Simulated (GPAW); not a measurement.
Crystal: Fe.

```
Fe
1.0
    -1.44300    1.44300    1.44300
     1.44300   -1.44300    1.44300
     1.44300    1.44300   -1.44300
Fe
1
Direct
  0.00000 0.00000 0.00000
```

Base run:

* Program: GPAW 26.7.0
* Functional: PBEsol
* Potentials or basis: PAW data sets generated in the run's folder for this functional
* Cutoff: 600 eV
* Basis: pw
* k mesh: 13 × 13 × 13
* Occupations: fermi-dirac, width 0.05 eV
* Spin: collinear spin, ferromagnetic start
* Starting moments: [3.0] μB
* Hubbard terms: Fe d U = 8 eV

Its results: pressure 33.0 GPa; net moment 3.39 μB per cell; site moments Fe +3.59 μB.

Question: After a change of settings the same cell gave: pressure 9.2 GPa; net moment 2.94 μB per cell; site moments Fe +3.12 μB. Which change was it?
A. hubbard terms from Fe d U = 8 eV to none
B. hubbard terms from Fe d U = 8 eV to Fe d U = 4 eV
C. hubbard terms from Fe d U = 8 eV to Fe d U = 6 eV

Answer: B.

Caveats: the U is typed as a test and isn't derived for this compound; a pressure of tens of GPa on the cell as given is suspect, and the run, the potentials or the cell itself is likely at fault (some runs).
